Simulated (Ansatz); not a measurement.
A plane-wave DFT run in Ansatz 0.2.0 (scalar-relativistic PAW potentials unless the input names others): input and command.

```yaml
crystal:
  lattice:
    - [3.4861697576, 0.0, 0.0]
    - [-1.7430848788, 3.019111572, 0.0]
    - [0.0, 0.0, 6.2012357224]
  atoms:
    - { symbol: Mn, position: [0.0, 0.0, 0.0], spin: 3.61 }
    - { symbol: As, position: [0.6666666667, 0.3333333333, 0.25], spin: -0.13 }
    - { symbol: Mn, position: [0.3333333333, 0.6666666667, 0.5], spin: 3.61 }
    - { symbol: As, position: [0.6666666667, 0.3333333333, 0.75], spin: -0.13 }
basis:
  ecutwfc: 420
kpoints:
  mp-grid: { grid: [21, 21, 12] }
hamiltonian:
  xc: pbesol
scf:
  occupations: { method: gaussian, width: 0.1 }
  lower_state_search: "off"
  max_iter: 100
output:
  forces: true
  eigenvalues: true
  stress: true
magnetization:
  spin_polarized: true
```

```bash
ansatz run input.yaml --threads 2 --pin off --max-ram 4096MiB --backend cpu --events-out ev --progress --plain --runs-dir out
```

**Question.** What is wrong with this input?

**Answer.** The program refuses it, because of a misspelt key (the key kpoints.mp_grid typed as mp-grid). With the key spelt rightly it is accepted.

Abridged log:
```
Error: YAML parse error: error: line 14 column 3: unknown field `mp-grid`, expected one of mp_grid, list, band_path, initial_grid, further_shifts
  --> <input>:14:3
   |
12 |   ecutwfc: 420
13 | kpoints:
14 |   mp-grid: { grid: [21, 21, 12] }
   |   ^ unknown field `mp-grid`, expected one of mp_grid, list, band_path, initial_grid, further_shifts
15 | hamiltonian:
16 |   xc: pbesol
   |
```